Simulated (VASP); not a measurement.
A run of VASP 6.6.1 is set up as follows.

Contents of INCAR:

```
PREC = Accurate
ENCUT = 520
EDIFF = 1E-6
ISMEAR = -1
SIGMA = 0.1
LREAL = F
LASPH = T
NELM = 80
ALGO = Fast
ISIF = 2
LWAVE = F
LCHARG = F
GGA = B5
ALDAX = 1.0
AGGAX = 1.0
AGGAC = 1.0
ALDAC = 0.0
NBANDS = 8
```

The input KPOINTS:

```
Automatic mesh
0
Gamma
  14 14 14
```

File POSCAR:

```
Si
1.0
    2.5545197484      0.0000000000      0.0000000000
    0.0000000000      2.5545197484      0.0000000000
    0.0000000000      0.0000000000      2.5545197484
Si
1
Direct
    0.0000000000      0.0000000000      0.0000000000
```

Potentials or basis: VASP PAW PBE potentials, release 64 (Si).

Command:

```bash
$ cat potpaw_PBE.64/Si/POTCAR > POTCAR
$ mpirun -np 1 vasp_std > vasp.out
```

Problem. Estimate the band gap on the k mesh.

Solution. None (metal or under the smearing width).

Problem. What does it give for the pressure?

Solution. 4.1 GPa.

Caveat: the PAW data sets were made with another functional, which shifts forces and pressure a little.
